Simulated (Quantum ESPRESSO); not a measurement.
**PbO2: equation of state with PBEsol**

The system is PbO2.

```
Pb O
1.0
     0.00000    2.70199    2.70199
     2.70199    0.00000    2.70199
     2.70199    2.70199    0.00000
Pb O
1 2
Direct
  0.00000 0.00000 0.00000
  0.75000 0.75000 0.75000
  0.25000 0.25000 0.25000
```

The cell comes from a database or a generator and needn't be the stable form of this composition.

```json
{
 "Program": "Quantum ESPRESSO 7.5",
 "Task": "equation of state",
 "Functional": "PBEsol",
 "Potentials or basis": "GBRV 1.5 PBEsol",
 "Cutoff": "612 eV",
 "Density cutoff": "4898 eV",
 "k mesh": "9 × 9 × 9",
 "Occupations": "fermi-dirac, width 0.05 eV",
 "Spin": "no spin polarisation",
 "Mixing beta": "0.5",
 "Most SCF iterations": "120",
 "SCF threshold": "6e-10 Ry"
}
```

```
Equilibrium volume                      : 12.60 Å³/atom
Bulk modulus                            : 155 GPa
Pressure derivative of the bulk modulus : 5.0
```

Energy against volume, from the lowest point:
```csv
volume (Å³/atom),energy (meV/atom)
12.362,2.12
12.625,0.00
12.888,3.09
13.151,10.82
13.414,22.62
13.677,37.98
13.940,56.51
```

All runs of the series together: 85 s on 2 threads of Intel(R) Xeon(R) Platinum 8375C CPU @ 2.90GHz (Ice Lake), on a shared host.

Spin-orbit coupling is left out, which matters for the levels of Pb.
